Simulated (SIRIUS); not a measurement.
Runs of SIRIUS 7.12.0 on WS2. It takes space group R3m (No. 160, trigonal). The conventional cell has a = 3.158 Å, b = 3.158 Å, c = 18.490 Å, α = 90.00°, β = 90.00°, γ = 120.00°. W (site symmetry 3m) is surrounded by 6 S at 2.39 to 2.42 Å. S (site symmetry 3m) is surrounded by 3 W at 2.42 Å. S (site symmetry 3m) has 3 W at 2.39 Å as nearest neighbours. Measurements of this composition are mostly on another form, of space group No. 194.

```tsv
task	level	cutoff (eV)	muffin tin radii	basis cutoff (gk_cutoff)	cutoff of density and potential (pw_cutoff)	reference energy of the basis	smallest sphere radius times basis cutoff	gap on the mesh (eV)	V0 of scaled cells (Å³/atom)	B0 (GPa)	largest force (eV/Å)
single point	PBEsol	212	S 2.02, W 2.33 bohr	3.95 1/bohr	21 1/bohr	0.31 Ha	7.98	1.02	-	-	0.60
equation of state	PBEsol	212	S 2.02, W 2.33 bohr	3.95 1/bohr	21 1/bohr	-	7.98	-	17.68	169	-
band structure	PBEsol	204	S 2.06, W 2.38 bohr	3.87 1/bohr	20 1/bohr	0.3 Ha	7.97	1.02	-	-	0.60
equation of state	LDA	212	S 2.02, W 2.33 bohr	3.95 1/bohr	21 1/bohr	-	7.98	-	(a)	177	-
```

Alike in all rows: potentials or basis all-electron FP-LAPW, apw+lo standard; no spin polarisation; cell as given; k mesh 10 × 10 × 10; smearing fermi-dirac 0.05 eV.

Problem. Estimate the missing entries.

Solution. (a) 17.37.

Caveats: spin-orbit coupling is left out, which moves the levels of the heavy elements (some runs); the cell was scaled at fixed shape and fractional positions, which overstates the stiffness of a crystal with free parameters, most of all of layers and chains (some runs).

A k mesh can miss the band edges, and the runs leave out spin-orbit coupling on W.

Not every run made on this cell is shown here.
